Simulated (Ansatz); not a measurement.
Space group Pm-3m (No. 221). a = 2.444 Å, b = 2.444 Å, c = 2.444 Å, α = 90.00°, β = 90.00°, γ = 90.00°
| atom | site | symmetry | x | y | z |
| --- | --- | --- | --- | --- | --- |
| P | 1a | m-3m | 0.0000 | 0.0000 | 0.0000 |

Equation of state of this P structure (not necessarily the ground state), with shape and atoms relaxed at each volume where symmetry leaves them free. It has no gap at any of these volumes. All numbers below come from DFT PBE, scalar-relativistic, plane waves, PAW in Ansatz.

Plane waves to 420 eV, a k mesh through Γ of 22×22×22 on the computed 1-atom cell and Gaussian smearing (0.10 eV); no spin polarisation.

```csv
V (Å³/atom),E − E(largest V) (meV/atom),P (GPa)
12.854,54.96,19.71
13.292,9.94,13.44
13.731,-19.55,8.31
14.169,-36.19,3.89
14.607,-41.36,0.00
15.045,-36.74,-3.09
15.484,-24.97,-5.44
16.068,0.00,-8.19
```

**Question.** Fit a third-order Birch–Murnaghan equation, E = E0 + (9V0B0/16)·[(x − 1)³B0' + (x − 1)²(6 − 4x)] with x = (V0/V)^(2/3), to E(V).

**Answer.** V0 = 14.62 Å³/atom, B0 = 111 GPa, B0' = 5.1.

The cell was found from a structure generator's guess, not taken from experiment.
